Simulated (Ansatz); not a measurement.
Input and command of a plane-wave DFT calculation in Ansatz:

```yaml
crystal:
  lattice:
    - [3.6514120884, 0.0, 0.0]
    - [-1.8257060442, 3.1622156282, 0.0]
    - [0.0, 0.0, 24.7509639117]
  atoms:
    - { symbol: S, position: [0.6666666667, 0.3333333333, 0.3030185017] }
    - { symbol: Hf, position: [0.0, 0.0, 0.3614732908] }
    - { symbol: S, position: [0.3333333333, 0.6666666667, 0.41992808] }
    - { symbol: S, position: [0.6666666667, 0.3333333333, 0.58007192] }
    - { symbol: Hf, position: [0.0, 0.0, 0.6385267092] }
    - { symbol: S, position: [0.3333333333, 0.6666666667, 0.6969814983] }
basis:
  ecutwfc: 420
kpoints:
  mp_grid: { grid: [9, 9, 1] }
hamiltonian:
  xc: pbe
scf:
  occupations: { method: gaussian, width: 0.05 }
output:
  forces: true
  stress: true
  eigenvalues: true
  write_density: true
  write_potential: true
  elf: true
  volumetric_format: npy
efield:
  axis: 3
  dipole_correction: true
  ramp_width: 0.04
```

```bash
ansatz run input.yaml --threads 1 --pin off --max-ram 2560MiB --backend cpu --events-out ev --progress --plain --runs-dir out
```

Processor: Intel(R) Xeon(R) Platinum 8375C CPU @ 2.90GHz (Ice Lake), 1 thread, on a host shared with other jobs.

Task: Estimate time, memory and problem size.

Result: About 20 s on 1 thread of Intel(R) Xeon(R) Platinum 8375C CPU @ 2.90GHz (Ice Lake), on a shared host, peak memory 0.53 GiB. It solves 46 bands at 12 k points (the mesh reduced by symmetry) with about 5519 plane waves, in 8 SCF iterations.
